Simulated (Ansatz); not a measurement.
Runs of Ansatz 0.2.0 on WS2. Symmetry: R3m, No. 160, trigonal system. The conventional cell has a = 3.158 Å, b = 3.158 Å, c = 18.490 Å, α = 90.00°, β = 90.00°, γ = 120.00°. W (site symmetry 3m) has 6 S at 2.39 to 2.42 Å as nearest neighbours. S (site symmetry 3m) is surrounded by 3 W at 2.42 Å. S (site symmetry 3m) has 3 W at 2.39 Å as nearest neighbours. Measurements of this composition are mostly on another form, of space group No. 194.

```csv
task,level,U,cell,target pressure (GPa),points for each segment of the path,hubbard projectors,double counting,gap on the mesh (eV),pressure (GPa),largest force (eV/Å)
relaxation of cell and atoms,PBEsol,-,relaxed to 2 GPa,2,-,-,-,0.89,2.0,-
band structure,PBEsol+U,W d U = 4 eV,as given,-,14,ortho-atomic (the default),fll (the default),1.12,(b),0.60
band structure,PBEsol+U,W d U = 1 eV,as given,-,14,ortho-atomic (the default),fll (the default),(a),-0.6,0.60
band structure,PBEsol+U,W d U = 2 eV,as given,-,14,ortho-atomic (the default),fll (the default),1.06,-0.5,0.60
band structure,PBEsol+U,W d U = 6 eV,as given,-,14,ortho-atomic (the default),fll (the default),(c),-0.1,0.61
```

Alike in all rows: potentials or basis Ansatz PAW; no spin polarisation; k mesh 10 × 10 × 10; cutoff (eV) 420; smearing fermi-dirac 0.05 eV.

Q: Estimate the missing entries.

A: (a) 1.03; (b) -0.4; (c) 1.22.

Caveats: spin-orbit coupling is left out, which moves the levels of the heavy elements; the PAW data sets come from PBE, with cores solved anew for the run's functional, which leaves a small shift of forces and pressure; the plane-wave basis is chosen anew once the cell has moved, so the energies of steps on either side of that aren't comparable (some runs); the k mesh misses the band edges, so the gap on the mesh is wider than the one along the path (some runs).

A k mesh can miss the band edges, and the runs leave out spin-orbit coupling on W.
